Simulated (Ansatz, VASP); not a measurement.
InSb: VASP beside Ansatz

INCAR

```
  ALGO = Normal
  EDIFF = 1E-6
  ENCUT = 520
  GGA = PE
  ISIF = 2
  ISMEAR = 0
  LASPH = T
  LCHARG = F
  LREAL = F
  LWAVE = F
  NBANDS = 16
  NELM = 100
  PREC = Accurate
  SIGMA = 0.1
```

The input KPOINTS:

```
k-points
0
Gamma
  12 12 12
```

The input POSCAR:

```
InSb
1.0
    0.0000000000      3.1354508106      3.1354508106
    3.1354508106      0.0000000000      3.1354508106
    3.1354508106      3.1354508106      0.0000000000
In Sb
1 1
Direct
    0.0000000000      0.0000000000      0.0000000000
    0.5000000000      0.5000000000      0.5000000000
```

Input for Ansatz:

```yaml
crystal:
  lattice:
    - [0.0, 3.1354508106, 3.1354508106]
    - [3.1354508106, 0.0, 3.1354508106]
    - [3.1354508106, 3.1354508106, 0.0]
  atoms:
    - { symbol: In, position: [0.0, 0.0, 0.0] }
    - { symbol: Sb, position: [0.5, 0.5, 0.5] }
basis:
  ecutwfc: 420
kpoints:
  mp_grid: { grid: [12, 12, 12] }
hamiltonian:
  xc: pbe
scf:
  occupations: { method: gaussian, width: 0.1 }
output:
  forces: true
  stress: true
  eigenvalues: true
  write_density: true
  write_potential: true
  elf: true
  volumetric_format: npy
```

Alike in both runs: task single point; functional PBE; k mesh 12 × 12 × 12; occupations gaussian, width 0.1 eV; no spin polarisation.

```csv
,VASP,Ansatz
version,VASP 6.6.1,Ansatz 0.2.0
potentials or method,"VASP PAW PBE potentials, release 64 (In_d, Sb)","scalar-relativistic, plane waves, PAW"
plane-wave cutoff (eV),520,420
valence electrons in the cell,18,28
```

```tsv
	VASP	Ansatz	Ansatz less VASP
gap on the k mesh at the Fermi level (eV)	none	none	-
pressure (GPa)	-2.4	-2.4	-0.01
```

A gap of «none» marks a metal or a gap that the smearing closes. The two sets of potentials don't hold the same shells in valence.

The runs have no spin-orbit coupling, so splittings on Sb are missing.
